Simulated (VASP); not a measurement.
# GaAs (F-43m) in VASP: notebook

One crystal, GaAs, is run at these levels: PBEsol; tasks: dielectric tensor.

Program: VASP 6.6.1. These are calculated values, not measurements. Logs are shortened: lines on timing, memory, paths and dates and some standing lists are left out, and cuts for length are marked.

### Step 1. The structure

Symmetry: F-43m, No. 216, cubic system. Conventional cell: a = 5.654 Å, b = 5.654 Å, c = 5.654 Å, α = 90.00°, β = 90.00°, γ = 90.00°. Around As (site symmetry -43m) lie 4 Ga at 2.45 Å. Around Ga (site symmetry -43m) lie 4 As at 2.45 Å.

### Step 2. Dielectric tensor, PBEsol

The input, INCAR:

```
SYSTEM = GaAs
ALGO     = Normal         ! electronic algorithm
EDIFF    = 1E-8           ! SCF threshold, eV
ENCUT    = 300            ! plane-wave cutoff, eV
GGA      = PS             ! functional
ISIF     = 2              ! what is computed and relaxed
ISMEAR   = 0              ! smearing method
LASPH    = .TRUE.         ! aspherical terms in the spheres
LCHARG   = .FALSE.        ! write CHGCAR
LEPSILON = .TRUE.         ! dielectric tensor by DFPT
LREAL    = .FALSE.        ! projectors in reciprocal space
LWAVE    = .FALSE.        ! write WAVECAR
NELM     = 100            ! most SCF steps
PREC     = Accurate       ! precision mode
SIGMA    = 0.01           ! smearing width, eV
```

The input, KPOINTS:

```
k-points
0
G
  8 8 8
  0 0 0
```

The input, POSCAR:

```
GaAs
1.0
    0.0000000000      2.8268500000      2.8268500000
    2.8268500000      0.0000000000      2.8268500000
    2.8268500000      2.8268500000      0.0000000000
As Ga
1 1
Direct
    0.7500000000      0.7500000000      0.7500000000
    0.0000000000      0.0000000000      0.0000000000
```

Potentials or basis: VASP PAW PBE potentials, release 64 (As, Ga_d).

Run with:

```sh
$ cat potpaw_PBE.64/As/POTCAR potpaw_PBE.64/Ga_d/POTCAR > POTCAR
$ mpirun -np 1 vasp_std > vasp.out
```

OUTCAR:

```text
SYSTEM = GaAs
   EDIFF = 1E-8
   ENCUT = 300
   GGA = PS
   ISIF = 2
   ISMEAR = 0
   LASPH = .TRUE.
   LEPSILON = .TRUE.
   LREAL = .FALSE.
   NELM = 100
   PREC = Accurate

 Found     29 irreducible k-points:

 Following reciprocal coordinates:
            Coordinates               Weight
  0.000000  0.000000  0.000000      1.000000
  0.125000  0.000000  0.000000      8.000000
  0.250000  0.000000  0.000000      8.000000
  0.375000  0.000000  0.000000      8.000000
  0.500000  0.000000  0.000000      4.000000
  0.125000  0.125000  0.000000      6.000000
   k-points           NKPTS =     29   k-points in BZ     NKDIM =     29   number of bands    NBANDS=     13
   number of dos      NEDOS =    301   number of ions     NIONS =      2
   total plane-waves  NPLWV =  13824
   dimension x,y,z NGX =    24 NGY =   24 NGZ =   24
   dimension x,y,z NGXF=    48 NGYF=   48 NGZF=   48
   ions per type =               1   1
   NGX,Y,Z   is equivalent  to a cutoff of   9.98,  9.98,  9.98 a.u.
   NGXF,Y,Z  is equivalent  to a cutoff of  19.96, 19.96, 19.96 a.u.
 SYSTEM =  GaAs
   PREC   = accura    normal or accurate (medium, high low for compatibility)
   ISTART =      0    job   : 0-new  1-cont  2-samecut
   ICHARG =      2    charge: 1-file 2-atom 10-const
   ISPIN  =      1    spin polarized calculation?
   LNONCOLLINEAR =      F non collinear calculations
   LSORBIT =      F    spin-orbit coupling
   LASPH  =      T    aspherical Exc in radial PAW
   ENCUT  =  300.0 eV  22.05 Ry    4.70 a.u.   5.65  5.65  5.65*2*pi/ulx,y,z
   NELM   =    100;   NELMIN=  2; NELMDL= -5     # of ELM steps
   EDIFF  = 0.1E-07   stopping-criterion for ELM
   LREAL  =      F    real-space projection
   EDIFFG = 0.1E-06   stopping-criterion for IOM
   NSW    =      0    number of steps for IOM
   IBRION =     -1    ionic relax: 0-MD 1-quasi-New 2-CG
   NFREE  =      0    steps in history (QN), initial steepest desc. (CG)
   ISIF   =      2    stress and relaxation
   ISYM   =      2    0-nonsym 1-usesym 2-fastsym
   POTIM  = 0.5000    time-step for ionic-motion
   TEBEG  =    0.0;   TEEND  =   0.0 temperature during run
   PSTRESS=    0.0 pullay stress
   NELECT =      18.0000    total number of electrons
   NUPDOWN=      -1.0000    fix difference up-down
   EMIN   =  10.00;   EMAX   =-10.00  energy-range for DOS
   EFERMI =   0.00;   METHOD = LEGACY
   ISMEAR =     0;   SIGMA  =   0.01  broadening in eV -4-tet -1-fermi 0-gaus
   EFERMI_NEDOS =   21; number of points for ismear=-14 and -15
   IALGO  =     38    algorithm
   IMIX   =      4    mixing-type and parameters
     AMIX     =   0.40;   BMIX     =  1.00
     AMIX_MAG =   1.60;   BMIX_MAG =  1.00
  volume/ion in A,a.u.               =      22.59       152.44
  Fermi-wavevector in a.u.,A,eV,Ry     =   1.204628  2.276417 19.743799  1.451128
  Thomas-Fermi vector in A             =   2.340347
   LORBIT       =      0    0 simple, 1 ext, 2 COOP (PROOUT), +10 PAW based schemes
   GGA     = PS    functional components
   LHFCALC =     F    Hartree Fock is set to
   AEXX    =    0.0000 exact exchange contribution
   IVDW    =     0    specifies the selected vdW correction
   LEPSILON=     T    determine dielectric tensor
   LRPA    =     F    only Hartree local field effects (RPA)
 non-spin polarized calculation
 Gauss-broadening in eV      SIGMA  =   0.01
  energy-cutoff  :      300.00
  volume of cell :       45.18
 maximum number of plane-waves:       544
   NGX = 11   NGY = 11   NGZ = 11

--------------------------------------- Ionic step        1  -------------------------------------------

 number of electron      18.0000029 magnetization

 E-fermi :   3.9180     XC(G=0):  -9.7725

 val. band max:        3.8055850419   @ k =   0.0000   0.0000   0.0000
 cond. band min:       4.2601253268   @ k =   0.0000   0.0000   0.0000
 fundamental gap:      0.4545402849
 Fermi energy:         3.9180166743

 k-point     1 :       0.0000    0.0000    0.0000
  band No.  band energies     occupation
      1     -10.9557      2.00000
      2     -10.9557      2.00000
      3     -10.9557      2.00000
      4     -10.8756      2.00000
      5     -10.8756      2.00000
      6      -8.9473      2.00000
      7       3.8056      2.00000
      8       3.8056      2.00000
      9       3.8056      2.00000
     10       4.2601      0.00000
     11       7.4940      0.00000
     12       7.4940      0.00000
     13       7.4940      0.00000

 k-point     2 :       0.1250    0.0000    0.0000
  band No.  band energies     occupation
      1     -10.9697      2.00000
      2     -10.9521      2.00000
      3     -10.9521      2.00000
      4     -10.8757      2.00000
      5     -10.8757      2.00000
      6      -8.7635      2.00000
      7       1.8172      2.00000
      8       3.5669      2.00000
      9       3.5669      2.00000
     10       5.3488      0.00000
     11       7.8440      0.00000
     12       7.8440      0.00000
     13       7.9378      0.00000

 k-point     3 :       0.2500    0.0000    0.0000
  band No.  band energies     occupation
      1     -11.0003      2.00000
      2     -10.9443      2.00000
      3     -10.9443      2.00000
      4     -10.8753      2.00000
      5     -10.8753      2.00000
      6      -8.2502      2.00000
      7      -0.3639      2.00000
      8       3.1217      2.00000
      9       3.1217      2.00000
     10       5.1914      0.00000
     11       8.3603      0.00000
     12       8.3603      0.00000
     13       9.6819      0.00000

 k-point     4 :       0.3750    0.0000    0.0000
  band No.  band energies     occupation
      1     -11.0274      2.00000
      2     -10.9381      2.00000
      3     -10.9381      2.00000
      4     -10.8731      2.00000
      5     -10.8731      2.00000
      6      -7.5616      2.00000
      7      -2.1188      2.00000
      8       2.7795      2.00000
      9       2.7795      2.00000
     10       4.8585      0.00000
     11       8.4421      0.00000
     12       8.4421      0.00000
     13      11.3143      0.00000

 k-point     5 :       0.5000    0.0000    0.0000
  band No.  band energies     occupation
      1     -11.0379      2.00000
      2     -10.9361      2.00000
      3     -10.9361      2.00000
      4     -10.8717      2.00000
      5     -10.8717      2.00000
      6      -7.1678      2.00000
      7      -2.8770      2.00000
      8       2.6566      2.00000
      9       2.6566      2.00000
     10       4.7329      0.00000
     11       8.3884      0.00000
     12       8.3884      0.00000
     13      11.3868      0.00000

 k-point     6 :       0.1250    0.1250    0.0000
  band No.  band energies     occupation
      1     -10.9775      2.00000
      2     -10.9487      2.00000
      3     -10.9487      2.00000
      4     -10.8785      2.00000
      5     -10.8737      2.00000
      6      -8.7024      2.00000
      7       1.7895      2.00000
      8       3.1399      2.00000
      9       3.1399      2.00000
     10       6.1307      0.00000
     11       6.8239      0.00000
     12       8.4601      0.00000
     13       8.4601      0.00000

 [... further k-points ...]

  FORCE on cell =-STRESS in cart. coord.  units (eV):
  Direction    XX          YY          ZZ          XY          YZ          ZX
  --------------------------------------------------------------------------------------
  -------------------------------------------------------------------------------------
  Total        0.0764263      0.0764263      0.0764263      0.0000000      0.0000000     -0.0000000
  in kB        2.7102871      2.7102871      2.7102871      0.0000000      0.0000000     -0.0000000
  external PRESSURE =       2.7102871 kB  Pullay stress =       0.0000000 kB

 VOLUME and BASIS-vectors are now :
 -----------------------------------------------------------------------------
  energy-cutoff  :      300.00
  volume of cell :       45.18
      direct lattice vectors                 reciprocal lattice vectors
     0.000000000  2.826850000  2.826850000    -0.176875321  0.176875321  0.176875321
     2.826850000  0.000000000  2.826850000     0.176875321 -0.176875321  0.176875321
     2.826850000  2.826850000  0.000000000     0.176875321  0.176875321 -0.176875321

 POSITION                                       TOTAL-FORCE (eV/Angst)
 -----------------------------------------------------------------------------------
      4.24027      4.24027      4.24027        -0.000000     -0.000000      0.000000
      0.00000      0.00000      0.00000         0.000000      0.000000     -0.000000
 -----------------------------------------------------------------------------------
    total drift:                               -0.000004     -0.000004     -0.000003

  FREE ENERGIE OF THE ION-ELECTRON SYSTEM (eV)
  ---------------------------------------------------
  free  energy   TOTEN  =        -9.0872140569 eV

  energy  without entropy=       -9.0872140569  energy(sigma->0) =       -9.08721406

 HEAD OF MICROSCOPIC STATIC DIELECTRIC TENSOR (INDEPENDENT PARTICLE, excluding Hartree and local field effects)
 ------------------------------------------------------
          37.219597     0.000000     0.000000
          -0.000000    37.219597    -0.000000
           0.000000     0.000000    37.219597
 ------------------------------------------------------

 Free energy of the ion-electron system (eV)
  ---------------------------------------------------
  ---------------------------------------------------
  free energy    TOTEN  =        -4.61050912 eV

  energy without entropy =       -4.61050912

------------------------ aborting loop because EDIFF is reached ----------------------------------------

--------------------------------------- Ionic step        2  -------------------------------------------

------------------------ aborting loop because EDIFF is reached ----------------------------------------

--------------------------------------- Ionic step        3  -------------------------------------------

 Free energy of the ion-electron system (eV)
  ---------------------------------------------------
  ---------------------------------------------------
  free energy    TOTEN  =        -4.61051394 eV

  energy without entropy =       -4.61051394

------------------------ aborting loop because EDIFF is reached ----------------------------------------

 PIEZOELECTRIC TENSOR FIELD DIRECTION 3  (e Angst)
 -----------------------------------------------------------------------------
    -0.00024  2.97255  0.00000           (  0.00000  0.01607  0.00000)
     2.97255 -0.00024  0.00000           (  0.01607  0.00000  0.00000)
     0.00000  0.00000 -0.00167           (  0.00000  0.00000 -0.00000)

 PIEZOELECTRIC TENSOR FIELD DIRECTION 3  (C/m^2)
 -----------------------------------------------------------------------------
    -0.00009  1.05415  0.00000
     1.05415 -0.00009  0.00000
     0.00000  0.00000 -0.00059

 MACROSCOPIC STATIC DIELECTRIC TENSOR (including local field effects in DFT)
 ------------------------------------------------------
          36.615527    -0.000000     0.000000
           0.000000    36.615527     0.000000
          -0.000000     0.000000    36.615527
 ------------------------------------------------------

 PIEZOELECTRIC TENSOR (including local field effects)  for field in x, y, z        (e  Angst)
          XX          YY          ZZ          XY          YZ          ZX
  --------------------------------------------------------------------------------
  x     0.00000     0.00000    -0.00000     0.00000     2.98226     0.00000
  y     0.00000    -0.00000    -0.00000     0.00000     0.00000     2.98226
  z     0.00000    -0.00000     0.00000     2.98226     0.00000     0.00000

 PIEZOELECTRIC TENSOR (including local field effects)  for field in x, y, z        (C/m^2)
          XX          YY          ZZ          XY          YZ          ZX
  --------------------------------------------------------------------------------
  x     0.00000     0.00000    -0.00000     0.00000     1.05759     0.00000
  y     0.00000    -0.00000    -0.00000     0.00000     0.00000     1.05759
  z     0.00000    -0.00000     0.00000     1.05759     0.00000     0.00000

 BORN EFFECTIVE CHARGES (including local field effects) (in |e|, cummulative output)
 ---------------------------------------------------------------------------------
 ion    1
    1    -2.30068     0.00000     0.00000
    2    -0.00000    -2.30068     0.00000
    3     0.00000    -0.00000    -2.30068
 ion    2
    1     2.30068     0.00000     0.00000
    2     0.00000     2.30068     0.00000
    3     0.00000     0.00000     2.30068
```

Run time: 92 s. Hardware: 1 thread of Intel Xeon Platinum 8488C (Sapphire Rapids), shared host; peak memory 0.19 GiB.

The run converged, but some of its settings lie outside the range that counts as converged, so its numbers aren't taken as properties of the crystal.

Results:

| Property | Result |
| --- | --- |
| Band gap on the k mesh | 0.45 eV, direct |
| Electronic dielectric tensor (diagonal) | 36.62 |
| Born charges (mean of the diagonal) | As -2.30; Ga +2.30 e |

Caveat: the cutoff is under 1.25 times the usual one of these potentials, so pressure, stress and relaxed cells hold a basis-set (Pulay) error; the gap is small at this level, which inflates the dielectric constant; the PAW data sets were made with another functional, which shifts forces and pressure a little.

[end of part 1 of 2]
